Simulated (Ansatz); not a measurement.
Sn:

```
CELL_PARAMETERS angstrom
-2.94014 2.94014 1.59930
2.94014 -2.94014 1.59930
2.94014 2.94014 -1.59930
ATOMIC_POSITIONS crystal
Sn 0.00000 0.00000 0.00000
Sn 0.75000 0.25000 0.50000
```

Base run:

* Program: Ansatz 0.2.0
* Functional: revPBE
* Potentials or basis: all-electron LAPW, scalar-relativistic
* Cutoff: 207 eV (chosen from the basis error)
* Basis error allowed: 0.001 eV/atom
* k mesh: 9 × 9 × 9
* Occupations: fermi-dirac, width 0.05 eV
* Spin: no spin polarisation

Its results: pressure 2.5 GPa.

Problem. After a change of settings the same cell gave: pressure -2.8 GPa. Which change was it?
A. functional from revPBE to RPBE; occupations from fermi-dirac, width 0.05 eV to gaussian, width 0.1 eV
B. functional from revPBE to PBE; occupations from fermi-dirac, width 0.05 eV to gaussian, width 0.023 eV
C. functional from revPBE to LDA

Solution. C.

LDA binds more tightly than revPBE, so the same cell stands under less pressure.
